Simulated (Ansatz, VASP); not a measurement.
## TiAl5 in VASP and in Ansatz

Contents of INCAR:

```
ALGO = Normal
EDIFF = 1E-6
ENCUT = 520
GGA = PE
ISIF = 2
ISMEAR = 0
LASPH = T
LCHARG = F
LREAL = F
LWAVE = F
NBANDS = 22
NELM = 80
PREC = Accurate
SIGMA = 0.1
```

KPOINTS

```
k-points
0
Gamma
  6 6 4
```

Contents of POSCAR:

```
TiAl5
1.0
    5.0290785100      0.0000000000      0.0000000000
   -2.5145392500      4.3553097500      0.0000000000
    0.0000000000      0.0000000000      4.0873307000
Ti Al
1 5
Direct
    0.0000000000      0.0000000000      0.0000000000
    0.0000000000      0.5000000000      0.5000000000
    0.3333333300      0.6666666700      0.0000000000
    0.6666666700      0.3333333300      0.0000000000
    0.5000000000      0.0000000000      0.5000000000
    0.5000000000      0.5000000000      0.5000000000
```

Input for Ansatz:

```yaml
crystal:
  lattice:
    - [5.02907851, 0.0, 0.0]
    - [-2.51453925, 4.35530975, 0.0]
    - [0.0, 0.0, 4.0873307]
  atoms:
    - { symbol: Ti, position: [0.0, 0.0, 0.0] }
    - { symbol: Al, position: [0.0, 0.5, 0.5] }
    - { symbol: Al, position: [0.33333333, 0.66666667, 0.0] }
    - { symbol: Al, position: [0.66666667, 0.33333333, 0.0] }
    - { symbol: Al, position: [0.5, 0.0, 0.5] }
    - { symbol: Al, position: [0.5, 0.5, 0.5] }
basis:
  ecutwfc: 420
kpoints:
  mp_grid: { grid: [6, 6, 4] }
hamiltonian:
  xc: pbe
scf:
  occupations: { method: gaussian, width: 0.1 }
  lower_state_search: "off"
output:
  forces: true
  stress: true
  eigenvalues: true
```

Change from the starting cell: species swapped into the TbCu5 type (P6/mmm, No. 191).

Alike in both runs: task single point; functional PBE; k mesh 6 × 6 × 4; occupations gaussian, width 0.1 eV; no spin polarisation.

```csv
,VASP,Ansatz
version,VASP 6.6.1,Ansatz 0.2.0
potentials or method,"VASP PAW PBE potentials, release 64 (Ti_sv, Al)","scalar-relativistic, plane waves, PAW"
plane-wave cutoff (eV),520,420
valence electrons in the cell,27,27
```

```csv
,VASP,Ansatz,Ansatz less VASP
gap on the k mesh at the Fermi level (eV),none,none,-
pressure (GPa),18.2,18.2,-0.07
largest component of the traceless stress (GPa),5.75,5.76,+0.004
```

A gap of «none» marks a metal or a gap that the smearing closes. With one functional, cell and mesh, what is left measures potentials, basis and numerics.

Caveats: the k mesh is coarse (spacing up to 0.38 Å⁻¹), so the values aren't converged; so large a pressure means that the cell lies far from this level's equilibrium, or that cutoff or potentials fall short (VASP).
